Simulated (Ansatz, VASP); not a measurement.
**Two plane-wave programs on AlN**

The input INCAR:

```
SYSTEM = AlN
PREC = Accurate ; ENCUT = 520
EDIFF = 1E-6 ; ISMEAR = 0
SIGMA = 0.05 ; LREAL = .False.
LASPH = .True. ; NELM = 100
ALGO = Normal ; ISIF = 2
LWAVE = .False. ; LCHARG = .False.
GGA = PE ; NBANDS = 16
```

Contents of KPOINTS:

```
regular mesh
0
Gamma
  8 8 6
  0 0 0
```

POSCAR

```
AlN
1.0
    0.0000000000     -2.0861995362     -2.0861995362
    0.0000000000      2.0861995362     -2.0861995362
    4.1723990723      0.0000000000      0.0000000000
Al N
2 2
Direct
    0.5057976238      0.4942023762      0.0000000000
   -0.0057976238      0.0057976238      0.5000000000
    0.4978966712      0.5021033288      0.5000000000
    0.0021033288      0.9978966712      0.0000000000
```

Input for Ansatz:

```yaml
crystal:
  lattice:
    - [0.0, -2.0861995362, -2.0861995362]
    - [0.0, 2.0861995362, -2.0861995362]
    - [4.1723990723, 0.0, 0.0]
  atoms:
    - { symbol: Al, position: [0.5057976238, 0.4942023762, 0.0] }
    - { symbol: Al, position: [-0.0057976238, 0.0057976238, 0.5] }
    - { symbol: "N", position: [0.4978966712, 0.5021033288, 0.5] }
    - { symbol: "N", position: [0.0021033288, 0.9978966712, 0.0] }
basis:
  ecutwfc: 520.0
kpoints:
  mp_grid: { grid: [8, 8, 6] }
hamiltonian:
  xc: pbe
  pseudopotentials: { kind: paw }
scf:
  occupations: { method: gaussian, width: 0.05 }
output:
  forces: true
  stress: true
  eigenvalues: true
```

Change from the starting cell: mode 4 frozen in at -0.024 Å, equal normal strain along x, y and z +0.0250.

Alike in both runs: task single point; functional PBE; k mesh 8 × 8 × 6; occupations gaussian, width 0.05 eV; no spin polarisation.

|  | VASP | Ansatz |
| --- | --- | --- |
| version | VASP 6.6.1 | Ansatz 0.2.0 |
| potentials or method | VASP PAW PBE potentials, release 64 (Al, N) | scalar-relativistic, plane waves, PAW |
| plane-wave cutoff (eV) | 520 | 520 |
| valence electrons in the cell | 16 | 16 |

Ansatz gave:

```
gap on the k mesh at the Fermi level (eV)       : 3.75
least direct gap on the mesh (eV)               : 3.75
pressure (GPa)                                  : -16.0
largest component of the traceless stress (GPa) : 0.07
rms of the force components (eV/Å)              : 0.083
```

Q: Estimate VASP's values.

A: gap on the k mesh at the Fermi level (eV): 3.73; least direct gap on the mesh (eV): 3.73; pressure (GPa): -16.2; largest component of the traceless stress (GPa): 0.07; rms of the force components (eV/Å): 0.083.

Atom by atom the forces differ by 0.000 eV/Å (rms over components). With one functional, cell and mesh, what is left measures potentials, basis and numerics.

Caveats: so large a pressure means that the cell lies far from this level's equilibrium, or that cutoff or potentials fall short (VASP). A k mesh can miss the band edges.
